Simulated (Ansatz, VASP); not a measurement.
## One calculation of PbSe, two programs

The input INCAR:

```
SYSTEM = PbSe
PREC = Accurate ; ENCUT = 600
EDIFF = 1E-7 ; ISMEAR = 0
SIGMA = 0.01 ; LREAL = .FALSE.
LASPH = .TRUE. ; NELM = 80
ALGO = Normal ; ISIF = 3
LWAVE = .FALSE. ; LCHARG = .FALSE.
GGA = PE ; IVDW = 12
IBRION = 2 ; NSW = 100
EDIFFG = -0.005
```

KPOINTS

```
Automatic mesh
0
G
  10 10 10
  0 0 0
```

The input POSCAR:

```
PbSe
1.0
    0.0000000000      3.0621500000      3.0621500000
    3.0621500000      0.0000000000      3.0621500000
    3.0621500000      3.0621500000      0.0000000000
Pb Se
1 1
Direct
    0.0000000000      0.0000000000      0.0000000000
    0.5000000000      0.5000000000      0.5000000000
```

Input for Ansatz:

```yaml
crystal:
  lattice:
    - [0.0, 3.06215, 3.06215]
    - [3.06215, 0.0, 3.06215]
    - [3.06215, 3.06215, 0.0]
  atoms:
    - { symbol: Pb, position: [0.0, 0.0, 0.0] }
    - { symbol: Se, position: [0.5, 0.5, 0.5] }
basis:
  ecutwfc: 420
kpoints:
  mp_grid: { grid: [10, 10, 10] }
hamiltonian:
  xc: pbe
  dispersion: d3bj
scf:
  occupations: { method: gaussian, width: 0.01 }
output:
  forces: true
  stress: true
  eigenvalues: true
relax:
  adjacent_minimum: "off"
  f_tol: 0.005
  max_steps: 80
  cell: { stress_tol: 0.05 }
```

Alike in both runs: task relaxation of cell and atoms; functional PBE; dispersion D3(BJ); k mesh 10 × 10 × 10; occupations gaussian, width 0.01 eV; no spin polarisation.

```csv
,VASP,Ansatz
version,VASP 6.6.1,Ansatz 0.2.0
potentials or method,"VASP PAW PBE potentials, release 64 (Pb_d, Se)","scalar-relativistic, plane waves, PAW"
plane-wave cutoff (eV),600,420
valence electrons in the cell,20,30
```

```csv
,VASP,Ansatz,Ansatz less VASP
"gap on the k mesh at the Fermi level, each at its own relaxed structure (eV)",0.31,0.31,-0.006
relaxed volume (Å³/atom),28.86,28.85,-0.010
relaxed cell length with the largest relative difference (Å),4.338,4.338,-0.0005
```

The two sets of potentials don't hold the same shells in valence.

Caveats: spin-orbit coupling is left out, which as a rule narrows the gap of such compounds by several tenths of an eV. Zero-point motion and thermal expansion aren't in these numbers.
